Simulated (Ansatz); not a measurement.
## Y under changes of volume

One of the cells (33.012 Å³/atom); the others are scaled copies at fixed shape and fractional positions:

```
Y
1.0
     3.64740    0.00000    0.00000
    -1.82370    3.15874    0.00000
     0.00000    0.00000    5.73060
Y
2
Cartesian
  1.8237 1.0529 4.2980
  0.0000 2.1058 1.4326
```

| Item | Value |
| --- | --- |
| Program | Ansatz 0.2.0 |
| Functional | LDA |
| Potentials or basis | all-electron LAPW, scalar-relativistic |
| Cutoff | 133 eV (chosen from the basis error) |
| Basis error allowed | 0.001 eV/atom |
| k mesh | 8 × 8 × 5 |
| Occupations | fermi-dirac, width 0.05 eV |
| Spin | no spin polarisation |

| volume (Å³/atom) | energy over the lowest point (meV/atom) | pressure (GPa) |
| --- | --- | --- |
| 31.031 | 0.00 | -1.6 |
| 31.691 | 8.16 | -2.4 |
| 32.351 | 19.47 | -3.1 |
| 33.012 | 33.70 | -3.8 |
| 33.672 | 50.63 | -4.4 |
| 34.332 | ? | ? |
| 34.992 | 91.83 | -5.5 |

**Question.** What does the run at 34.332 Å³/atom give?

**Answer.** Energy over the lowest point 70.08 meV/atom; pressure -5.0 GPa.

Worked out: A Birch-Murnaghan fit of order 3 (a polynomial in V^(-2/3)) to the other rows has no minimum within the range. It gives 70.07 meV/atom at 34.332 Å³/atom, against the run's 70.08, and -dE/dV = -5.0 GPa, against -5.0.

Energies are extrapolated to zero smearing.
